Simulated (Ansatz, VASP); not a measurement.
# KBr: VASP beside Ansatz

```xyz
2
Lattice="0.0000 3.2925 3.2925 3.2925 0.0000 3.2925 3.2925 3.2925 0.0000" Properties=species:S:1:pos:R:3 pbc="T T T"
K     0.0000    0.0000    0.0000
Br    3.2925    3.2925    3.2925
```

Alike in both runs: task single point; functional r2SCAN; k mesh 6 × 6 × 6; occupations gaussian, width 0.05 eV; no spin polarisation.

|  | VASP | Ansatz |
| --- | --- | --- |
| version | VASP 6.6.1 | Ansatz 0.2.0 |
| potentials or method | VASP PAW PBE potentials, release 64 (K_sv, Br) | scalar-relativistic, plane waves, PAW |
| plane-wave cutoff (eV) | 520 | 500 |
| valence electrons in the cell | 16 | 16 |

```csv
,VASP,Ansatz,Ansatz less VASP
gap on the k mesh at the Fermi level (eV),5.10,5.10,-0.002
least direct gap on the mesh (eV),5.10,5.10,-0.002
pressure (GPa),0.2,0.2,0.00
```

The functional is the same, so the differences come from potentials, cutoffs and numerics.

Caveats: the PAW data sets were made with another functional, which shifts forces and pressure a little (VASP). r2SCAN opens gaps a little over a GGA but as a rule still falls short of measured ones.
